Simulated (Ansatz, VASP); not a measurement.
This is a calculation of W for Ansatz 0.2.0.

Contents of input.yaml:

```yaml
crystal:
  lattice:
    - [0.0, 2.0698140295, 2.0698140295]
    - [2.0698140295, 0.0, 2.0698140295]
    - [2.0698140295, 2.0698140295, 0.0]
  atoms:
    - { symbol: W, position: [0.0, 0.0, 0.0] }
hamiltonian:
  xc: r2scan
  pseudopotentials: { kind: paw }
kpoints:
  mp_grid: { grid: [11, 11, 11] }
scf:
  occupations: { method: fermi_dirac, width: 0.05 }
output:
  forces: true
  stress: true
  eigenvalues: true
```

Potentials or basis: Ansatz PAW.

Launch:

```bash
$ ansatz run input.yaml --threads 2 --pin off --max-ram 5632MiB --backend cpu --events-out ev --progress --plain --runs-dir out
```

Problem. Set up the same calculation for VASP 6.6.1. Potentials there: VASP PAW PBE potentials, release 64 (W_sv).

Solution. As run (the cutoff follows the program's own potentials):

Contents of POSCAR:

```
W
1.0
    0.0000000000      2.0698140295      2.0698140295
    2.0698140295      0.0000000000      2.0698140295
    2.0698140295      2.0698140295      0.0000000000
W
1
Direct
    0.0000000000      0.0000000000      0.0000000000
```

File INCAR.step1:

```
  PREC = Accurate
  ENCUT = 520
  ISMEAR = -1
  SIGMA = 0.05
  LREAL = False
  LASPH = True
  NELM = 80
  NBANDS = 13
  GGA = PE
  ALGO = Normal
  EDIFF = 1E-4
  LWAVE = True
  LCHARG = False
```

INCAR.step2

```
  PREC = Accurate
  ENCUT = 520
  EDIFF = 1E-7
  ISMEAR = -1
  SIGMA = 0.05
  LREAL = False
  LASPH = True
  NELM = 80
  ALGO = Normal
  ISIF = 2
  LWAVE = False
  LCHARG = False
  METAGGA = R2SCAN
  LMIXTAU = True
  NBANDS = 13
  ISTART = 1
```

Contents of KPOINTS:

```
Automatic mesh
0
Gamma
  11 11 11
```

Potentials or basis: VASP PAW PBE potentials, release 64 (W_sv).

The run is started by

```console
$ cat potpaw_PBE.64/W_sv/POTCAR > POTCAR
$ cp INCAR.step1 INCAR
$ mpirun -np 1 vasp_std > vasp.out
$ cp INCAR.step2 INCAR
$ mpirun -np 1 vasp_std > vasp.out
```

Both were run:

|  | VASP | Ansatz | Ansatz less VASP |
| --- | --- | --- | --- |
| gap on the k mesh at the Fermi level (eV) | none | none | - |
| pressure (GPa) | -22.0 | -22.7 | -0.72 |

A gap of «none» marks a metal or a gap that the smearing closes.

Caveats: so large a pressure means that the cell lies far from this level's equilibrium, or that cutoff or potentials fall short (VASP); the potentials were made for another functional, which shifts forces and pressure (VASP); the PAW data sets come from PBE, with cores solved anew for the run's functional, which leaves a small shift of forces and pressure (Ansatz). The runs have no spin-orbit coupling, so splittings on W are missing.
